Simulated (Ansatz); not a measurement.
## Ionic part of the dielectric constant of MgO at 16 GPa, mode by mode

The calculation used Ansatz, DFT PBEsol, scalar-relativistic, plane waves, PAW. Cutoff 420 eV, 10×10×10 k-points (Γ-centred), fixed occupations. No spin polarisation. Phonons by linear response, acoustic sum rule imposed.

The structure is cubic, space group Fm-3m (No. 225). The conventional cell has a = 4.096 Å, b = 4.096 Å, c = 4.096 Å, α = 90.00°, β = 90.00°, γ = 90.00°. Mg (site symmetry m-3m) is surrounded by 6 O at 2.05 Å. Around O (site symmetry m-3m) lie 6 Mg at 2.05 Å.

The primitive cell has V = 17.18 Å³ and ε∞,zz = 3.154. Each polar mode adds Δε = (4.92064×10⁷/V)·S/ν² along z, with S its oscillator strength in e²/amu, ν in cm⁻¹ and V in Å³.

Problem. From these modes, find each Δε and ε0,zz.
```tsv
ν (cm⁻¹)	S_zz (e²/amu)
468.1	0.3919
```

Solution.
```json
{"ν (cm⁻¹)": "468.1", "Δε": "5.12"}
```

The sum is 5.122, so ε0,zz = 8.28; the run's tensor has 8.28.

Problem. Where do the longitudinal modes lie for a wave vector along z?

Solution. At 758 cm⁻¹. The Lyddane–Sachs–Teller product Π(ν_LO/ν_TO)² = 2.62 matches ε0/ε∞ = 2.62.

Cost: 1 run of about 0.12 core-minutes, on Arm Neoverse V2 (shared hosts).

Lattice polarisation supplies most of the static dielectric constant of compressed MgO: the single polar mode adds 5.12, against an electronic value of 3.154. Rocksalt has two atoms per primitive cell and so three optical branches, which at the zone centre form a single triply degenerate polar mode (before the longitudinal–transverse splitting) in which the Mg and O sublattices move against each other, so the whole ionic response rests on this vibration and is isotropic by cubic symmetry. Its strength reflects the large dynamical charges of a strongly ionic oxide and the small reduced mass of two light ions. The wide gap keeps electronic screening weak, so the macroscopic field of the longitudinal vibration adds a large restoring force and lifts it from 468.1 to 758 cm⁻¹. The Lyddane–Sachs–Teller agreement shows that the charges, frequencies and electronic screening are mutually consistent, but it doesn't test their accuracy against experiment. Compression normally stiffens the transverse mode through short-range repulsion and so reduces the ionic contribution, since this varies with the inverse square of the frequency. A single pressure can't show how large that reduction is here.
